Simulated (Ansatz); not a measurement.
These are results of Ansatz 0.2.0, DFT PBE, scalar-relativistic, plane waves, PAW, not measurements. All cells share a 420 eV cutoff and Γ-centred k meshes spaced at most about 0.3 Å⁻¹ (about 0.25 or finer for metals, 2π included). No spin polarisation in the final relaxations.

Temperature and zero-point effects are left out. All come from trial cells, and lower structures may exist.

Question: These unrelaxed guesses for Mg3O are each relaxed within their symmetry. Order them by the energy at which they end, lowest first.
A.

```cif
data_structure
_symmetry_space_group_name_H-M 'Cmmm'
_symmetry_Int_Tables_number 65
_cell_length_a 3.2409
_cell_length_b 4.3367
_cell_length_c 8.8155
_cell_angle_alpha 90.000
_cell_angle_beta 90.000
_cell_angle_gamma 90.000
_cell_volume 123.90
loop_
_atom_site_label
_atom_site_type_symbol
_atom_site_symmetry_multiplicity
_atom_site_Wyckoff_symbol
_atom_site_fract_x
_atom_site_fract_y
_atom_site_fract_z
_atom_site_occupancy
Mg1 Mg 4 l 0.50000 0.00000 0.74332 1
Mg2 Mg 2 d 0.00000 0.00000 0.50000 1
O1 O 2 a 0.00000 0.00000 0.00000 1
```

B.

```cif
data_structure
_symmetry_space_group_name_H-M 'P6_3/mmc'
_symmetry_Int_Tables_number 194
_cell_length_a 6.1826
_cell_length_b 6.1826
_cell_length_c 4.8379
_cell_angle_alpha 90.000
_cell_angle_beta 90.000
_cell_angle_gamma 120.000
_cell_volume 160.15
loop_
_atom_site_label
_atom_site_type_symbol
_atom_site_symmetry_multiplicity
_atom_site_Wyckoff_symbol
_atom_site_fract_x
_atom_site_fract_y
_atom_site_fract_z
_atom_site_occupancy
Mg1 Mg 6 h 0.16663 0.33326 0.25000 1
O1 O 2 d 0.33333 0.66667 0.75000 1
```

Answer: A (ends in Cmmm, 0 meV/atom), B (ends in P6_3/mmc, 147 meV/atom).

A magnetic state wasn't ruled out in cells without spin, among them Cmmm. Cells relaxed within their symmetry can be saddle points. Some structure types and database cells were kept out of the candidates from the start, so a known form may be missing.
